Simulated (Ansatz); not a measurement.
Runs of Ansatz 0.2.0 on TiCo. Symmetry: Pm-3m, No. 221, cubic system. The conventional cell has a = 2.986 Å, b = 2.986 Å, c = 2.986 Å, α = 90.00°, β = 90.00°, γ = 90.00°. Co (site symmetry m-3m) is surrounded by 8 Ti at 2.59 Å. Around Ti (site symmetry m-3m) lie 8 Co at 2.59 Å. The cell comes from a database or a generator and needn't be the stable form of this composition.

```tsv
task	level	cell	cutoff (eV)	smearing	basis error allowed	gap on the mesh (eV)	pressure (GPa)	moment (μB)	V0 of scaled cells (Å³/atom)	B0 (GPa)
equation of state	PBE	as given	-	fermi-dirac 0.05 eV	0.0005 eV/atom	-	-	-	13.27	165
single point	PBE	as given	279	gaussian 0.013 eV	0.001 eV/atom	none	-0.5	(b)	-	-
relaxation of cell and atoms	PBE+D4	relaxed	-	fermi-dirac 0.05 eV	0.001 eV/atom	-	0.0	0.80	-	-
single point	PBE	as given	279	fermi-dirac 0.05 eV	0.001 eV/atom	none	-0.5	(a)	-	-
equation of state	PBEsol	as given	-	fermi-dirac 0.05 eV	0.001 eV/atom	-	-	-	12.68	186
```

Alike in all rows: potentials or basis all-electron LAPW, scalar-relativistic; spin collinear, ferromagnetic start; k mesh 9 × 9 × 9.

Estimate the missing entries.

(a) 0.83; (b) 0.84.

A k mesh can miss the band edges.

A gap of «none» marks a metal or a gap under the smearing width.

Not every run made on this cell is shown here.
